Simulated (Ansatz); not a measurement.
## Strain response of Si$_{2}$Mo

The calculation used Ansatz 0.2.0, DFT PBEsol, scalar-relativistic, plane waves, PAW. Settings: 420 eV cutoff, 12×12×6 k-mesh, Gaussian smearing of 0.10 eV, no spin polarisation.

The relaxed crystal:

```xyz
6
Lattice="3.1901 0.0000 0.0000 0.0000 3.1901 0.0000 0.0000 0.0000 7.8214" Properties=species:S:1:pos:R:3 pbc="T T T"
Si    0.0000    0.0000    2.6206
Si    1.5950    1.5950    1.2901
Si    1.5950    1.5950    6.5313
Si    0.0000    0.0000    5.2008
Mo    0.0000    0.0000    0.0000
Mo    1.5950    1.5950    3.9107
```

Deformation: uniaxial strain along a, with the lengths of b and c and the atoms relaxed and the angles held, all within the symmetry that the strain leaves. Energies are extrapolated to zero smearing. Stress is positive in compression, on the Cartesian axes of the cell above. On this cell's mesh the reference holds a stress of up to 0.12 GPa.

```tsv
strain (%)	ΔE (meV/atom)	a (Å)	b (Å)	c (Å)	σxx (GPa)	σyy (GPa)	σzz (GPa)
-4.5	32.9	3.047	3.232	7.874	17.86	0.00	0.00
-3.0	14.4	3.094	3.218	7.855	11.57	0.01	0.00
-1.5	3.6	3.142	3.204	7.836	5.70	0.01	0.00
+0.0	0.0	3.190	3.190	7.821	0.04	0.04	-0.12
+1.5	3.3	3.238	3.178	7.805	-5.35	0.01	0.01
+3.0	13.0	3.286	3.166	7.791	-10.38	-0.01	0.00
+4.5	28.7	3.334	3.154	7.777	-15.10	0.00	0.00
```

Cost: 7 runs of about 13 core-minutes in all, on Intel Xeon Platinum 8375C (Ice Lake) (shared hosts).